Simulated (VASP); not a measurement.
Calculation: AM05 GGA, VASP's PBE PAW potentials (set 64) (plane waves; VASP).

The input files of a VASP run:

INCAR:
```
SYSTEM = ZrO2
PREC = Accurate; ENCUT = 520; LREAL = F
LASPH = T
EDIFF = 1E-6; NELM = 100; ALGO = Normal
LMAXMIX = 4
ISMEAR = 0; SIGMA = 0.05
GGA = AM
IBRION = 2; NSW = 60; ISIF = 3
EDIFFG = -0.02
LWAVE = F; LCHARG = F
```

POSCAR:
```
ZrO2
1
   -0.0000000000     2.5338708550     2.5338708550
    2.5338708550     0.0000000000     2.5338708550
    2.5338708550     2.5338708550     0.0000000000
Zr O
1 2
Direct
  0.0000000000   0.0000000000   0.0000000000
  0.2500000000   0.2500000000   0.2500000000
  0.7500000000   0.7500000000   0.7500000000
```

File KPOINTS:
```
Automatic mesh
0
Gamma
7 7 7
0 0 0
```

POTCAR, in this order: Zr_sv O (PBE.64 set). Program: vasp_std.

Output of the run:

**OSZICAR**
```
       N       E                     dE             d eps       ncg     rms          rms(c)
DAV:   1     0.182009799842E+03    0.18201E+03   -0.14595E+04   640   0.154E+03
DAV:   2    -0.279075074552E+02   -0.20992E+03   -0.20645E+03   848   0.385E+02
DAV:   3    -0.348085145470E+02   -0.69010E+01   -0.68966E+01   992   0.711E+01
DAV:   4    -0.349306985076E+02   -0.12218E+00   -0.12216E+00   856   0.732E+00
DAV:   5    -0.349327622131E+02   -0.20637E-02   -0.20637E-02   880   0.751E-01    0.257E+01
DAV:   6    -0.293146570265E+02    0.56181E+01   -0.32105E+01   712   0.443E+01    0.108E+01
DAV:   7    -0.292455643070E+02    0.69093E-01   -0.12681E+00   864   0.938E+00    0.655E+00
DAV:   8    -0.292113000850E+02    0.34264E-01   -0.16833E-01   864   0.426E+00    0.438E-01
DAV:   9    -0.292117137505E+02   -0.41367E-03   -0.15359E-02   864   0.916E-01    0.317E-01
DAV:  10    -0.292127446981E+02   -0.10309E-02   -0.48986E-03   712   0.700E-01    0.127E-01
DAV:  11    -0.292127951539E+02   -0.50456E-04   -0.14738E-03   864   0.328E-01    0.139E-01
DAV:  12    -0.292127489878E+02    0.46166E-04   -0.35283E-04   696   0.151E-01    0.926E-03
DAV:  13    -0.292127506282E+02   -0.16403E-05   -0.10568E-05   808   0.261E-02    0.411E-03
DAV:  14    -0.292127507944E+02   -0.16629E-06   -0.27188E-06   704   0.108E-02
   1 F= -.29212751E+02 E0= -.29212751E+02  d E =-.292128E+02
```

File OUTCAR:
```
------------------------ aborting loop because EDIFF is reached ----------------------------------------
  FORCE on cell =-STRESS in cart. coord.  units (eV):
  Direction    XX          YY          ZZ          XY          YZ          ZX
  --------------------------------------------------------------------------------------
  Total       -0.0149805     -0.0149805     -0.0149805     -0.0000000     -0.0000000      0.0000000
  in kB       -0.7376555     -0.7376555     -0.7376555     -0.0000000     -0.0000000      0.0000000
  external PRESSURE =      -0.7376555 kB  Pullay stress =       0.0000000 kB
  volume of cell :       32.54
      direct lattice vectors                 reciprocal lattice vectors
     0.000000000  2.533870855  2.533870855    -0.197326552  0.197326552  0.197326552
     2.533870855  0.000000000  2.533870855     0.197326552 -0.197326552  0.197326552
     2.533870855  2.533870855  0.000000000     0.197326552  0.197326552 -0.197326552
 POSITION                                       TOTAL-FORCE (eV/Angst)
 -----------------------------------------------------------------------------------
      0.00000      0.00000      0.00000         0.000000     -0.000000      0.000000
      1.26694      1.26694      1.26694        -0.000000     -0.000000      0.000000
      3.80081      3.80081      3.80081         0.000000      0.000000     -0.000000
 -----------------------------------------------------------------------------------
    total drift:                                0.000000      0.000000      0.000000
  FREE ENERGIE OF THE ION-ELECTRON SYSTEM (eV)
  ---------------------------------------------------
  free  energy   TOTEN  =       -29.2127507944 eV

  energy  without entropy=      -29.2127507944  energy(sigma->0) =      -29.21275079

 reached required accuracy - stopping structural energy minimisation
```
(Selected blocks of OUTCAR.)

The compound is ZrO2 in the fluorite structure, the high-temperature cubic form, which is unstable at 0 K; the monoclinic form is the stable one. It was relaxed first. The start is the result of an earlier pass.
